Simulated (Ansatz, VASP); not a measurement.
## NaI: VASP beside Ansatz

Contents of INCAR:

```
ALGO = Normal
EDIFF = 1E-7
ENCUT = 520
ISIF = 2
ISMEAR = -1
LASPH = True
LCHARG = False
LREAL = False
LWAVE = False
NBANDS = 14
NELM = 100
PREC = Accurate
SIGMA = 0.05
```

Contents of KPOINTS:

```
k-points
0
Gamma
  7 7 7
```

File POSCAR:

```
NaI
1.0
    0.0000000000      3.2364000000      3.2364000000
    3.2364000000      0.0000000000      3.2364000000
    3.2364000000      3.2364000000      0.0000000000
I Na
1 1
Direct
    0.5000000000      0.5000000000      0.5000000000
    0.0000000000      0.0000000000      0.0000000000
```

Contents of input.yaml:

```yaml
crystal:
  lattice:
    - [0.0, 3.2364, 3.2364]
    - [3.2364, 0.0, 3.2364]
    - [3.2364, 3.2364, 0.0]
  atoms:
    - { symbol: I, position: [0.5, 0.5, 0.5] }
    - { symbol: Na, position: [0.0, 0.0, 0.0] }
hamiltonian:
  xc: lda
  pseudopotentials: { kind: paw }
kpoints:
  mp_grid: { grid: [7, 7, 7] }
scf:
  occupations: { method: fermi_dirac, width: 0.05 }
output:
  forces: true
  stress: true
  eigenvalues: true
```

Alike in both runs: task single point; functional LDA; k mesh 7 × 7 × 7; occupations fermi-dirac, width 0.05 eV; no spin polarisation.

```csv
,VASP,Ansatz
version,VASP 6.6.1,Ansatz 0.2.0
potentials or method,"VASP PAW LDA potentials, release 64 (I, Na_pv)",Ansatz PAW
plane-wave cutoff (eV),520,420
valence electrons in the cell,14,26
```

|  | VASP | Ansatz | Ansatz less VASP |
| --- | --- | --- | --- |
| gap on the k mesh at the Fermi level (eV) | 3.35 | 3.33 | -0.012 |
| least direct gap on the mesh (eV) | 3.35 | 3.33 | -0.012 |
| pressure (GPa) | -1.6 | -1.6 | -0.01 |

The two sets of potentials don't hold the same shells in valence.

Caveats: spin-orbit coupling is left out, which moves the levels of the heavy elements; odd divisions of the mesh miss points on the zone boundary, where band edges often lie, so the gap on the mesh can be too wide (Ansatz); the PAW data sets come from PBE, with cores solved anew for the run's functional, which leaves a small shift of forces and pressure (Ansatz).
